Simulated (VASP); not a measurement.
BP, 2 atoms in the cell. Symmetry: F-43m, No. 216, cubic system. Conventional cell: a = 4.477 Å, b = 4.477 Å, c = 4.477 Å, α = 90.00°, β = 90.00°, γ = 90.00°. B (site symmetry -43m) is surrounded by 4 P at 1.94 Å. Around P (site symmetry -43m) lie 4 B at 1.94 Å. 

| Property | Result |
| --- | --- |
| Program | VASP 6.6.1 |
| Task | dielectric tensor |
| Functional | LDA |
| Potentials or basis | VASP PAW LDA potentials, release 64 (B, P) |
| Cutoff | 600 eV |
| k mesh | 16 × 16 × 16 |
| Occupations | gaussian, width 0.03 eV |
| Spin | no spin polarisation |
| Monkhorst-Pack mesh | yes |
| Further INCAR settings | ALGO = Normal; EDIFF = 1e-08 |

Potentials or basis: VASP PAW LDA potentials, release 64 (B, P).

The run is started by

```console
$ cat potpaw_LDA.64/B/POTCAR potpaw_LDA.64/P/POTCAR > POTCAR
$ mpirun -np 1 vasp_std > vasp.out
```

Hardware: 1 thread of Intel(R) Xeon(R) 6975P-C (Granite Rapids), with other jobs on the host.

Task: Estimate the wall time of this run.

Result: Run time: 16 min on 1 thread of Intel(R) Xeon(R) 6975P-C (Granite Rapids), with other jobs on the host, peak memory 1.1 GiB. Counts: scf iterations 99, k points 408.
